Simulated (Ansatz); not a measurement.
Input of an Ansatz 0.2.0 run:

The input input.yaml:

```yaml
crystal:
  lattice:
    - [2.0, 1.1547005384, 8.44]
    - [-2.0, 1.1547005384, 8.44]
    - [0.0, -2.3094010768, 8.44]
  atoms:
    - { symbol: In, position: [0.8886, 0.8886, 0.8886] }
    - { symbol: In, position: [0.0, 0.0, 0.0] }
    - { symbol: Se, position: [0.1719, 0.1719, 0.1719] }
    - { symbol: Se, position: [0.3835, 0.3835, 0.3835] }
hamiltonian:
  xc: pbe
  pseudopotentials: { kind: paw }
kpoints:
  mp_grid: { grid: [5, 5, 5] }
scf:
  occupations: { method: fermi_dirac, width: 0.05 }
output:
  forces: true
  stress: true
  eigenvalues: true
```

Potentials or basis: Ansatz PAW.

Run with:

```console
$ ansatz run input.yaml --threads 2 --pin off --max-ram 5120MiB --backend cpu --events-out ev --progress --plain --runs-dir out
```

**Question.** What does it give for the band gap on the k mesh?

**Answer.** 0.97 eV, direct.

**Question.** Estimate the largest force.

**Answer.** 0.357 eV/Å.

**Question.** What does it give for the pressure?

**Answer.** 2.8 GPa.

Stress tensor (GPa, compression positive):
```
3.27 0.00 0.00
0.00 3.27 0.00
0.00 0.00 1.91
```

Caveat: odd divisions of the mesh miss points on the zone boundary, where band edges often lie, so the gap on the mesh can be too wide; spin-orbit coupling is left out, which moves the levels of the heavy elements.

The gap isn't set beside the measured one, since this odd mesh misses points on the zone boundary.
